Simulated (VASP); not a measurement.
Write the native input for VASP 6.6.1 that does the following.

* Task: single point
* Functional: PBE
* Potentials or basis: VASP PAW PBE potentials, release 64 (Cd, S)
* Cutoff: 520 eV
* k mesh: 7 × 7 × 4
* Occupations: gaussian, width 0.012 eV
* Spin: no spin polarisation
* Further INCAR settings: ALGO = Fast; EDIFF = 1e-06

The structure of CdS (Greenockite) lies in POSCAR:

```
CdS
1.0
    4.1500000000      0.0000000000      0.0000000000
   -2.0750000000      3.5940054257      0.0000000000
    0.0000000000      0.0000000000      6.7370000000
Cd S
2 2
Direct
    0.6666666667      0.3333333333      0.5000000000
    0.3333333333      0.6666666667      0.0000000000
    0.6666666667      0.3333333333      0.8750000000
    0.3333333333      0.6666666667      0.3750000000
```

One way to write it, as run:

INCAR

```
SYSTEM = CdS
ALGO     = Fast           ! electronic algorithm
EDIFF    = 1E-6           ! SCF threshold, eV
ENCUT    = 520            ! plane-wave cutoff, eV
GGA      = PE             ! functional
ISIF     = 2              ! what is computed and relaxed
ISMEAR   = 0              ! smearing method
LASPH    = .True.         ! aspherical terms in the spheres
LCHARG   = .False.        ! write CHGCAR
LREAL    = .False.        ! projectors in reciprocal space
LWAVE    = .False.        ! write WAVECAR
NELM     = 100            ! most SCF steps
PREC     = Accurate       ! precision mode
SIGMA    = 0.012          ! smearing width, eV
```

KPOINTS

```
k-points
0
Gamma
  7 7 4
  0 0 0
```

Potentials or basis: VASP PAW PBE potentials, release 64 (Cd, S).

Run with:

```sh
$ cat potpaw_PBE.64/Cd/POTCAR potpaw_PBE.64/S/POTCAR > POTCAR
$ mpirun -np 1 vasp_std > vasp.out
```

It gave:

```yaml
Pressure: 2.4 GPa
Largest_force: 0.069 eV/Å
Band_gap_on_the_k_mesh: 1.20 eV, direct
```

Run time: 23 s on 1 thread of Intel(R) Xeon(R) 6975P-C (Granite Rapids), with other jobs on the host, peak memory 0.23 GiB.
